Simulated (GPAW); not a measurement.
# Rb in GPAW: reference runs

How does Rb come out in PBE? The cell is run as given.

All numbers are computed with GPAW 26.7.0; they aren't measurements. Logs are shortened: lines on timing, memory, paths and dates and some standing lists are left out, and cuts for length are marked. The log counts tension as positive stress, the text compression.

## Step 1: The cell of the first run

The cell holds a slab with vacuum, 3 atoms: a = 4.992 Å, b = 4.992 Å, c = 23.357 Å, α = 90.00°, β = 90.00°, γ = 113.66°.

## Step 2: Single point, PBE (the (1 1 0) slab of Rb, cut from the database cell, not relaxed)

File run.py:

```python
import numpy as np
from ase import Atoms
from ase.dft.bandgap import bandgap
from ase.io import write
from ase.units import Bohr
from gpaw import GPAW, PW
from gpaw.elf import elf_from_dft_calculation

atoms = Atoms(['Rb', 'Rb', 'Rb'],
              cell=[[4.9915725139, 0, 0],
                    [-2.0035299838, 4.5718337421, 0],
                    [0.0, 0.0, 23.3566214895]],
              scaled_positions=[[0.5, 0.5, 0.3211080851],
                                [0.0, 0, 0.5],
                                [0.5, 0.5, 0.6788919149]],
              pbc=True)
atoms.pbc = (True, True, False)

calc = GPAW(mode=PW(450),
            xc='PBE',
            kpts={'size': (6, 6, 1), 'gamma': True},
            occupations={'name': 'fermi-dirac', 'width': 0.05},
            nbands=24,
            convergence={'density': 1e-05, 'energy': 1e-05},
            maxiter=150,
            poissonsolver={'dipolelayer': 'xy'},
            txt='gpaw.txt')
atoms.calc = calc
energy = atoms.get_potential_energy()
forces = atoms.get_forces()
calc.write('gs.gpw')
write('result.traj', atoms)
print(f'Energy: {energy:.6f} eV')
print('Forces (eV/A):')
print(forces.round(4))
print('Fermi level:', round(calc.get_fermi_level(), 4), 'eV')
print(f'Gap: {bandgap(calc)[0]:.4f} eV, direct: {bandgap(calc, direct=True)[0]:.4f} eV')

v = calc.get_electrostatic_potential().mean(axis=(0, 1))
z = np.arange(len(v)) * atoms.cell[2, 2] / len(v)
ef = calc.get_fermi_level()
np.savetxt('planar.dat', np.c_[z, v], fmt='%.4f')
below, above = np.interp([1.5, atoms.cell[2, 2] - 1.5], z, v) - ef
print(f'Work functions: bottom {below:.4f} eV, top {above:.4f} eV')
print('Dipole moment:', *calc.get_dipole_moment().round(5), 'e A')

# fields on the real-space grid
write('density.cube', atoms, data=calc.get_pseudo_density() * Bohr**3)
write('potential.cube', atoms, data=calc.get_electrostatic_potential())
write('elf.cube', atoms, data=elf_from_dft_calculation(calc).data)
```

Potentials or basis: GPAW PAW data sets (gpaw-data 1.2.1), pw.

Started as:

```
$ OMP_NUM_THREADS=1 python run.py
```

gpaw.txt:

```text
__  _  _
 | _ |_)|_||  |
 |__||  | ||/\| - 26.7.0

Input parameters:
  mode=PW(ecut=450.00000000000006),
  convergence={'density': 1e-05, 'energy': 1e-05},
  kpts=MonkhorstPack(size=(6, 6, 1), gamma=True),
  maxiter=150,
  nbands=24,
  occupations=Occupations(name='fermi-dirac', width=0.05),
  poissonsolver=PoissonSolver(dipolelayer='xy'),
  xc=XC(name='PBE')

Diagonalizing LCAO Hamiltonian
Converting LCAO to pw mode

            Rb

       Rb

            Rb

Atoms  # Å, Bohr magnetons
|   | symbol |        x |        y |         z |    initial magnetic moments |
|---|--------|----------|----------|-----------|-----------------------------|
| 0 |     Rb | 1.494021 | 2.285917 |  7.500000 | ( 0.0000,  0.0000,  0.0000) |
| 1 |     Rb | 0.000000 | 0.000000 | 11.678311 | ( 0.0000,  0.0000,  0.0000) |
| 2 |     Rb | 1.494021 | 2.285917 | 15.856621 | ( 0.0000,  0.0000,  0.0000) |

Unit cell  # Å
| periodic |         x |        y |         z |   lengths |     angles |
|----------|-----------|----------|-----------|-----------|------------|
|      yes |  4.991573 | 0.000000 |  0.000000 |  4.991573 |  90.000000 |
|      yes | -2.003530 | 4.571834 |  0.000000 |  4.991573 |  90.000000 |
|       no |  0.000000 | 0.000000 | 23.356621 | 23.356621 | 113.664635 |

Number of symmetries: 8
Symmetry operations  # r_c * U_cc + t_c -> r_c
|   | kind |            matrix            |
|---|------|------------------------------|
| 0 |  E   |  1, 0, 0,  0, 1, 0,  0, 0, 1 |
| 1 |  σ   |  1, 0, 0,  0, 1, 0,  0, 0,-1 |
| 2 |  σ   |  0, 1, 0,  1, 0, 0,  0, 0, 1 |
| 3 |  C2  |  0, 1, 0,  1, 0, 0,  0, 0,-1 |
| 4 |  σ   |  0,-1, 0, -1, 0, 0,  0, 0, 1 |
| 5 |  C2  |  0,-1, 0, -1, 0, 0,  0, 0,-1 |
| 6 |  C2  | -1, 0, 0,  0,-1, 0,  0, 0, 1 |
| 7 |  i   | -1, 0, 0,  0,-1, 0,  0, 0,-1 |

BZ-sampling:
  Number of BZ points: 36
  Number of IBZ points: 13

  Monkhorst-Pack size: [6, 6, 1]
  Monkhorst-Pack shift: [0.08333333333333333, 0.08333333333333333, 0.0]

K-points  # in reciprocal-cell coordinates
|     |                                coordinates |     weight |
|-----|--------------------------------------------|------------|
|   0 | (  0.00000000,   0.00000000,   0.00000000) | 0.02777778 |
|   1 | (  0.16666667,  -0.16666667,   0.00000000) | 0.05555556 |
|   2 | (  0.16666667,   0.00000000,   0.00000000) | 0.11111111 |
|   3 | (  0.16666667,   0.16666667,   0.00000000) | 0.05555556 |
|   4 | (  0.33333333,  -0.33333333,   0.00000000) | 0.05555556 |
|   5 | (  0.33333333,  -0.16666667,   0.00000000) | 0.11111111 |
|   6 | (  0.33333333,   0.00000000,   0.00000000) | 0.11111111 |
|   7 | (  0.33333333,   0.16666667,   0.00000000) | 0.11111111 |
|   8 | (  0.33333333,   0.33333333,   0.00000000) | 0.05555556 |
|   9 | (  0.50000000,   0.00000000,   0.00000000) | 0.05555556 |
| ... |                                            |            |
|  12 | (  0.50000000,   0.50000000,   0.00000000) | 0.02777778 |

Plane wave coefficients: 11595
Cutoff: 450.00000000000006 eV

Spin-components: 1 (collinear spins)
Bands:           24
Projectors:      15
Spin-degeneracy: 2
Datatype:        complex128

Density:
  Valence electrons: 27.0
  Components: 1
  Grid points: [ 25  25 120]
  Charge: 0.0  # |e|

Potential:
  Grid points: [ 25  25 120]

species:
  Rb:
    name:    Rubidium
    Z:       37.0
    valence: 9
    core:    28
    charge:  0.0  # [|e|]
    compensation charges:
      type: gauss
      rc: 0.38  # [Å]
      lmax: 2
    cutoffs:
      filter: 2.43  # [Å]
      core: 1.99  # [Å]
    projectors
    | kind |    occ | energy [eV] | rcut [Å] |
    |------|--------|-------------|----------|
    |   4s |  2.000 |     -31.879 |    1.376 |
    |   5s |  1.000 |      -2.231 |    1.376 |
    |   4p |  6.000 |     -15.966 |    1.270 |
    |    p |        |      11.245 |    1.270 |
    |    d |        |       0.000 |    1.217 |

    Using partial waves for Rb as LCAO basis

Reference energy: -243310.057270  # eV

eigensolver:
  PPCG
  Converge bands: occupied
  niter=2

density mixing:
  MSR1-Mixer
  Pratt-step length: 0.05
  Maximum mixing coefficient: 0.75
  Old densities: 10
  SVD Regularization: 0.005
  Good broyden scale: 1.0
  Trust region scale: 1.0
  Backstep threshold: 4.0
  History deletion threshold: 6.0
  Fourier metric: weight=20.0, sigma=0.015

occupation numbers:
  Fermi-Dirac:
    width: 0.0500  # eV

<gpaw.new.pw.poisson.DipoleLayerPWPoissonSolver object>
xc functional:
  name: PBE with 2 nearest neighbor stencil
[... 8 lines left out ...]
|iter     | |      energy | eigst |  dens |
|---------|-|-------------|-------|-------|
|iter:   1| |   -2.938783 | -0.80 |       |
|iter:   2| |   -2.887569 | -2.15 | -1.25 |
|iter:   3| |   -2.488157 | -2.00 | -1.29 |
|iter:   4| |   -2.484531 | -3.17 | -1.75 |
|iter:   5| |   -2.497095 | -3.78 | -2.08 |
|iter:   6| |   -2.486368 | -4.10 | -2.05 |
|iter:   7| |   -2.486372 | -5.99 | -3.15 |
|iter:   8| |   -2.486392c| -6.80 | -3.42 |
|iter:   9| |   -2.486392c| -7.88c| -4.10 |
|iter:  10| |   -2.486392c| -7.94c| -4.72 |
|iter:  11| |   -2.486392c| -8.85c| -5.34c|

Converged in 11 steps
Energy contributions relative to reference atoms: (reference = -243310.057270)

Energy contributions:
  Kinetic:           2.288568
  Coulomb:          -2.105247
  Zero:             -0.064764
  External:          0.000000
  Xc:               -2.595138
  Entropy:          -0.019622
  Spinorbit:         0.000000
  ----------------------------
  Free energy:      -2.496203
  Extrapolated:     -2.486392

dipole moment: (-11.445630, -17.512307, 0.000007)  # |e|*Ang

Fermi level: -0.416
Eigenvalues  # (at kpt = [0.000, 0.000, 0.000])
| band index |      eig [eV] | occ [0-2] |
|------------|---------------|-----------|
|          0 |       -29.515 |     2.000 |
|        ... |               |           |
|          7 |       -13.568 |     2.000 |
|          8 |       -13.568 |     2.000 |
|          9 |       -13.427 |     2.000 |
|         10 |       -13.405 |     2.000 |
|         11 |       -13.391 |     2.000 |
|         12 |        -2.175 |     2.000 |
[... 9 lines left out ...]
|         22 |         2.971 |     0.000 |
|         23 |         3.570 |     0.000 |

No gap
No difference between direct/indirect transitions
vacuum-level: 1.837  # V
Workfunctions: 2.253, 2.253 eV (top, bottom)

Forces  # eV/Ang
|       x |        y |        z |
|---------|----------|----------|
| 0.00000 |  0.00000 |  0.02472 |  # Rb   0
| 0.00000 |  0.00000 |  0.00000 |  # Rb   1
| 0.00000 | -0.00000 | -0.02472 |  # Rb   2

# Writing to gs.gpw (mode='')
```

stdout:

```text
Energy: -2.486392 eV
Forces (eV/A):
[[ 0.      0.      0.0247]
 [ 0.      0.      0.    ]
 [ 0.     -0.     -0.0247]]
Fermi level: -0.4164 eV
Gap: 0.0000 eV, direct: 0.0000 eV
Work functions: bottom 2.2521 eV, top 2.2521 eV
Dipole moment: -11.44563 -17.51231 1e-05 e A
```

Wall time 50 s (1 thread of Arm Neoverse V2, shared host); peak memory 0.33 GiB.

Results:

```yaml
Free_energy: -2.4962 eV
Largest_force: 0.025 eV/Å
Band_gap_on_the_k_mesh: none (metal or under the smearing width)
Dipole_across_the_slab: 0.00 e·Å
Work_function_of_the_upper_face: 2.25 eV
Work_function_of_the_lower_face: 2.25 eV
```

Forces on the atoms (eV/Å):
```
Rb   0.000  0.000  0.025
Rb   0.000  0.000  0.000
Rb   0.000  0.000 -0.025
```

Levels at points of the mesh, in eV from the Fermi level:
```
           k point  band 10  band 11  band 12  band 13  band 14  band 15  band 16  band 17  band 18  band 19
(0.00, 0.00, 0.00)   -13.01   -12.99   -12.97    -1.76    -1.28    -0.51     0.64     1.13     1.93     2.20
(0.50, 0.00, 0.00)   -13.04   -13.00   -12.99     0.14     0.20     0.39     0.81     1.21     1.40     1.61
(0.50, 0.50, 0.00)   -13.05   -13.01   -13.00     0.32     0.69     0.80     0.90     1.27     1.54     1.62
```
